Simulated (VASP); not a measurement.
# RbBr (Fm-3m) in VASP: further runs

The runs below take RbBr through single point, with r2SCAN.

All numbers are computed with VASP 6.6.1; they aren't measurements. Logs are shortened: lines on timing, memory, paths and dates and some standing lists are left out, and cuts for length are marked.

## (1) Starting point

It takes space group Fm-3m (No. 225, cubic). Conventional cell: a = 6.854 Å, b = 6.854 Å, c = 6.854 Å, α = 90.00°, β = 90.00°, γ = 90.00°. Rb (site symmetry m-3m) has 6 Br at 3.43 Å as nearest neighbours. Br (site symmetry m-3m) has 6 Rb at 3.43 Å as nearest neighbours.

## (2) Single point, r2SCAN

INCAR

```
SYSTEM = RbBr
PREC = Accurate
ENCUT = 600
EDIFF = 1E-6
ISMEAR = 0
SIGMA = 0.05
LREAL = .FALSE.
LASPH = .TRUE.
NELM = 100
ALGO = Normal
ISIF = 2
LWAVE = .FALSE.
LCHARG = .FALSE.
METAGGA = R2SCAN
LMIXTAU = .TRUE.
ADDGRID = .FALSE.
```

KPOINTS

```
Automatic mesh
0
G
  7 7 7
  0 0 0
```

POSCAR

```
RbBr
1.0
    0.0000000000      3.4270000000      3.4270000000
    3.4270000000      0.0000000000      3.4270000000
    3.4270000000      3.4270000000      0.0000000000
Rb Br
1 1
Direct
    0.0000000000      0.0000000000      0.0000000000
    0.5000000000      0.5000000000      0.5000000000
```

Potentials or basis: VASP PAW PBE potentials, release 64 (Rb_sv, Br).

On the command line:

```sh
$ cat potpaw_PBE.64/Rb_sv/POTCAR potpaw_PBE.64/Br/POTCAR > POTCAR
$ mpirun -np 1 vasp_std > vasp.out
```

OUTCAR:

```text
SYSTEM = RbBr
   PREC = Accurate
   ENCUT = 600
   EDIFF = 1E-6
   ISMEAR = 0
   LREAL = .FALSE.
   LASPH = .TRUE.
   NELM = 100
   ISIF = 2
   METAGGA = R2SCAN

 Found     20 irreducible k-points:

 Following reciprocal coordinates:
            Coordinates               Weight
  0.000000  0.000000  0.000000      1.000000
  0.142857  0.000000  0.000000      8.000000
  0.285714  0.000000  0.000000      8.000000
  0.428571  0.000000  0.000000      8.000000
  0.142857  0.142857  0.000000      6.000000
  0.285714  0.142857  0.000000     24.000000
   k-points           NKPTS =     20   k-points in BZ     NKDIM =     20   number of bands    NBANDS=     12
   number of dos      NEDOS =    301   number of ions     NIONS =      2
   total plane-waves  NPLWV =  64000
   dimension x,y,z NGX =    40 NGY =   40 NGZ =   40
   dimension x,y,z NGXF=    80 NGYF=   80 NGZF=   80
   ions per type =               1   1
   NGX,Y,Z   is equivalent  to a cutoff of  13.72, 13.72, 13.72 a.u.
   NGXF,Y,Z  is equivalent  to a cutoff of  27.44, 27.44, 27.44 a.u.
 SYSTEM =  RbBr
   PREC   = accura    normal or accurate (medium, high low for compatibility)
   ISTART =      0    job   : 0-new  1-cont  2-samecut
   ICHARG =      2    charge: 1-file 2-atom 10-const
   ISPIN  =      1    spin polarized calculation?
   LNONCOLLINEAR =      F non collinear calculations
   LSORBIT =      F    spin-orbit coupling
   LASPH  =      T    aspherical Exc in radial PAW
   ENCUT  =  600.0 eV  44.10 Ry    6.64 a.u.   9.68  9.68  9.68*2*pi/ulx,y,z
   NELM   =    100;   NELMIN=  2; NELMDL= -5     # of ELM steps
   EDIFF  = 0.1E-05   stopping-criterion for ELM
   LREAL  =      F    real-space projection
   EDIFFG = 0.1E-04   stopping-criterion for IOM
   NSW    =      0    number of steps for IOM
   IBRION =     -1    ionic relax: 0-MD 1-quasi-New 2-CG
   NFREE  =      0    steps in history (QN), initial steepest desc. (CG)
   ISIF   =      2    stress and relaxation
   ISYM   =      2    0-nonsym 1-usesym 2-fastsym
   POTIM  = 0.5000    time-step for ionic-motion
   TEBEG  =    0.0;   TEEND  =   0.0 temperature during run
   PSTRESS=    0.0 pullay stress
   NELECT =      16.0000    total number of electrons
   NUPDOWN=      -1.0000    fix difference up-down
   EMIN   =  10.00;   EMAX   =-10.00  energy-range for DOS
   EFERMI =   0.00;   METHOD = LEGACY
   ISMEAR =     0;   SIGMA  =   0.05  broadening in eV -4-tet -1-fermi 0-gaus
   EFERMI_NEDOS =   21; number of points for ismear=-14 and -15
   IALGO  =     38    algorithm
   IMIX   =      4    mixing-type and parameters
     AMIX     =   0.40;   BMIX     =  1.00
     AMIX_MAG =   1.60;   BMIX_MAG =  1.00
  volume/ion in A,a.u.               =      40.25       271.61
  Fermi-wavevector in a.u.,A,eV,Ry     =   0.955412  1.805467 12.419564  0.912812
  Thomas-Fermi vector in A             =   2.084247
   LORBIT       =      0    0 simple, 1 ext, 2 COOP (PROOUT), +10 PAW based schemes
   METAGGA = R2SCAN    functional components
   LHFCALC =     F    Hartree Fock is set to
   AEXX    =    0.0000 exact exchange contribution
   IVDW    =     0    specifies the selected vdW correction
   LEPSILON=     F    determine dielectric tensor
   LRPA    =     F    only Hartree local field effects (RPA)
 non-spin polarized calculation
 Gauss-broadening in eV      SIGMA  =   0.05
  energy-cutoff  :      600.00
  volume of cell :       80.50
 maximum number of plane-waves:      2733
   NGX = 19   NGY = 19   NGZ = 19

 number of electron      16.0000001 magnetization

 Free energy of the ion-electron system (eV)
  ---------------------------------------------------
  ext. energy  EPLUGINS =         0.00000000
  ---------------------------------------------------
  free energy    TOTEN  =       -31.15209590 eV

  energy without entropy =      -31.15209590  energy(sigma->0) =      -31.15209590

 E-fermi :  -1.8751     XC(G=0):  -7.6317

 val. band max:       -2.1589099286   @ k =   0.0000   0.0000   0.0000
 cond. band min:       2.8108860116   @ k =   0.0000   0.0000   0.0000
 fundamental gap:      4.9697959402
 Fermi energy:        -1.8750637463

 k-point     1 :       0.0000    0.0000    0.0000
  band No.  band energies     occupation
      1     -27.3134      2.00000
      2     -14.7723      2.00000
      3     -10.8428      2.00000
      4     -10.8428      2.00000
      5     -10.8428      2.00000
      6      -2.1589      2.00000
      7      -2.1589      2.00000
      8      -2.1589      2.00000
      9       2.8109      0.00000
     10       5.7220      0.00000
     11       5.7220      0.00000
     12       5.7220      0.00000

 k-point     2 :       0.1429    0.0000    0.0000
  band No.  band energies     occupation
      1     -27.3115      2.00000
      2     -14.7803      2.00000
      3     -10.8440      2.00000
      4     -10.8440      2.00000
      5     -10.8326      2.00000
      6      -2.3830      2.00000
      7      -2.2289      2.00000
      8      -2.2289      2.00000
      9       3.2886      0.00000
     10       5.5646      0.00000
     11       5.9744      0.00000
     12       5.9744      0.00000

 k-point     3 :       0.2857    0.0000    0.0000
  band No.  band energies     occupation
      1     -27.3074      2.00000
      2     -14.7982      2.00000
      3     -10.8466      2.00000
      4     -10.8466      2.00000
      5     -10.8098      2.00000
      6      -2.8050      2.00000
      7      -2.3783      2.00000
      8      -2.3783      2.00000
      9       4.3300      0.00000
     10       5.5586      0.00000
     11       6.6939      0.00000
     12       6.6939      0.00000

 k-point     4 :       0.4286    0.0000    0.0000
  band No.  band energies     occupation
      1     -27.3041      2.00000
      2     -14.8124      2.00000
      3     -10.8487      2.00000
      4     -10.8487      2.00000
      5     -10.7916      2.00000
      6      -3.0908      2.00000
      7      -2.4913      2.00000
      8      -2.4913      2.00000
      9       5.0444      0.00000
     10       6.0076      0.00000
     11       7.7310      0.00000
     12       7.7310      0.00000

 k-point     5 :       0.1429    0.1429    0.0000
  band No.  band energies     occupation
      1     -27.3109      2.00000
      2     -14.7791      2.00000
      3     -10.8561      2.00000
      4     -10.8561      2.00000
      5     -10.8190      2.00000
      6      -2.4890      2.00000
      7      -2.2012      2.00000
      8      -2.2012      2.00000
      9       3.3874      0.00000
     10       5.1807      0.00000
     11       6.2536      0.00000
     12       6.2536      0.00000

 k-point     6 :       0.2857    0.1429    0.0000
  band No.  band energies     occupation
      1     -27.3076      2.00000
      2     -14.7850      2.00000
      3     -10.8657      2.00000
      4     -10.8622      2.00000
      5     -10.8194      2.00000
      6      -2.7437      2.00000
      7      -2.3278      2.00000
      8      -2.2903      2.00000
      9       4.1752      0.00000
     10       4.9887      0.00000
     11       6.8428      0.00000
     12       6.9758      0.00000

 [... further k-points ...]

------------------------ aborting loop because EDIFF is reached ----------------------------------------

  FORCE on cell =-STRESS in cart. coord.  units (eV):
  Direction    XX          YY          ZZ          XY          YZ          ZX
  --------------------------------------------------------------------------------------
  -------------------------------------------------------------------------------------
  Total        0.2449117      0.2449117      0.2449117     -0.0000000      0.0000000     -0.0000000
  in kB        4.8746980      4.8746980      4.8746980     -0.0000000      0.0000000     -0.0000000
  external PRESSURE =       4.8746980 kB  Pullay stress =       0.0000000 kB

 VOLUME and BASIS-vectors are now :
 -----------------------------------------------------------------------------
  energy-cutoff  :      600.00
  volume of cell :       80.50
      direct lattice vectors                 reciprocal lattice vectors
     0.000000000  3.427000000  3.427000000    -0.145900204  0.145900204  0.145900204
     3.427000000  0.000000000  3.427000000     0.145900204 -0.145900204  0.145900204
     3.427000000  3.427000000  0.000000000     0.145900204  0.145900204 -0.145900204

 POSITION                                       TOTAL-FORCE (eV/Angst)
 -----------------------------------------------------------------------------------
      0.00000      0.00000      0.00000         0.000000     -0.000000     -0.000000
      3.42700      3.42700      3.42700        -0.000000      0.000000      0.000000
 -----------------------------------------------------------------------------------
    total drift:                                0.000000     -0.000000     -0.000000

  FREE ENERGIE OF THE ION-ELECTRON SYSTEM (eV)
  ---------------------------------------------------
  free  energy   TOTEN  =       -31.1520958992 eV

  energy  without entropy=      -31.1520958992  energy(sigma->0) =      -31.15209590
```

Run time: 2.4 min. Hardware: 1 thread of AMD EPYC 7R13 (Zen 3), shared host; peak memory 0.24 GiB.

These settings aren't checked as converged: the numbers below hold their error.

What came out:

- Free energy: -31.1521 eV
- Pressure: 0.5 GPa
- Band gap on the k mesh: 4.97 eV, direct

Caveat: the PAW data sets were made with another functional, which shifts forces and pressure a little; an odd mesh through Γ misses points on the zone boundary, where band edges often lie.

## (3) Single point, r2SCAN

Changes to INCAR since step 2:

```diff
@@ -2,3 +2,3 @@
 PREC = Accurate
-ENCUT = 600
+ENCUT = 500
 EDIFF = 1E-6
```

KPOINTS

```
Automatic mesh
0
G
  8 8 8
  0 0 0
```

POSCAR is that of step 2.

Potentials or basis: VASP PAW PBE potentials, release 64 (Rb_sv, Br).

On the command line:

```sh
$ cat potpaw_PBE.64/Rb_sv/POTCAR potpaw_PBE.64/Br/POTCAR > POTCAR
$ mpirun -np 1 vasp_std > vasp.out
```

Wall time 2.8 min (1 thread of AMD EPYC 7R13 (Zen 3), shared host); peak memory 0.19 GiB.

These settings aren't checked as converged: the numbers below hold their error.

Results:

```
Free energy            : -31.1516 eV
Pressure               : 0.5 GPa
Band gap on the k mesh : 4.97 eV, direct
```

Caveat: the PAW data sets were made with another functional, which shifts forces and pressure a little.

## (4) For comparison

An earlier run on the cell as given: functional PBE; potentials or basis VASP PAW PBE potentials, release 64 (Rb_sv, Br); cutoff 520 eV; k mesh 7 × 7 × 7; occupations fermi-dirac, width 0.05 eV; no spin polarisation.

* Pressure: 1.0 GPa
* Band gap on the k mesh: 4.36 eV, direct
